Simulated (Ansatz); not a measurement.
Antifluorite Mg2Si, relaxed with r2SCAN: 8 runs in the PAW code Ansatz, each a construction of maximally localised Wannier functions. The symmetry is Fm-3m (No. 225, cubic); a = 6.338 Å in the conventional setting, 21.22 Å³ an atom. Si has 8 Mg at 2.74 Å; Mg has 4 Si at 2.74 Å. No spin polarisation and no zero-point or thermal motion.

```xyz
3
Lattice="0.0000 3.1690 3.1690 3.1690 0.0000 3.1690 3.1690 3.1690 0.0000" Properties=species:S:1:pos:R:3 pbc="T T T"
Si    0.0000    0.0000    0.0000
Mg    1.5845    1.5845    1.5845
Mg    4.7534    4.7534    4.7534
```

Windows count from the top of the filled bands; a dash means that no such window was set (without an outer window there is no disentanglement). Rows marked drawn have settings drawn at random (some not listed).

```
functional  SCF mesh  trial orbitals  functions   mesh  window (eV)  frozen (eV)  settings  Ω total (Å²)  Ω invariant (Å²)  largest spread (Å²)  least projectability  interpolation miss of the model's filled bands (eV, to the nearest computed level)
       PBE     6×6×6      Si s, Si p          4  4×4×4            –            –    chosen         10.36              8.28                 2.59                  0.85                                                                               0.299
       PBE     6×6×6      Si s, Si p          4  6×6×6            –            –    chosen         12.23             10.02                 3.06                  0.84                                                                               0.087
    r2SCAN     6×6×6      Si s, Si p          4  4×4×4            –            –    chosen         10.08              8.02                 2.52                  0.87                                                                               0.276
     HSE06     4×4×4      Si s, Si p          4  4×4×4            –            –    chosen         10.13              8.06                 2.53                  0.87                                                                                   –
     HSE06     4×4×4            Si p          3  4×4×4            –            –    chosen         10.48             10.22                 3.49                  0.67                                                                                   –
       PBE     6×6×6      Si s, Si p          4  7×7×7            –            –     drawn         12.77             10.56                 3.19                  0.84                                                                               0.059
```

Problem. Estimate from these rows what the further settings give.

| functional | SCF mesh | trial orbitals | functions | mesh | window (eV) | frozen (eV) | settings |
| --- | --- | --- | --- | --- | --- | --- | --- |
| PBE | 6×6×6 | Si p | 3 | 4×4×4 | – | – | chosen |
| PBE | 6×6×6 | Si s, Si p (loose tolerance) | 4 | 4×4×4 | – | – | drawn |

Solution.
```tsv
functional	SCF mesh	trial orbitals	functions	mesh	window (eV)	frozen (eV)	settings	Ω total (Å²)	Ω invariant (Å²)	largest spread (Å²)	least projectability	interpolation miss of the model's filled bands (eV, to the nearest computed level)
PBE	6×6×6	Si p	3	4×4×4	–	–	chosen	10.70	10.43	3.57	0.67	0.229
PBE	6×6×6	Si s, Si p (loose tolerance)	4	4×4×4	–	–	drawn	10.36	8.28	2.59	0.85	0.299
```

A dash in the last column means that the miss wasn't evaluated.

For Si s, Si p with PBE the spread goes 10.36 Å² (4×4×4), 12.23 Å² (6×6×6).
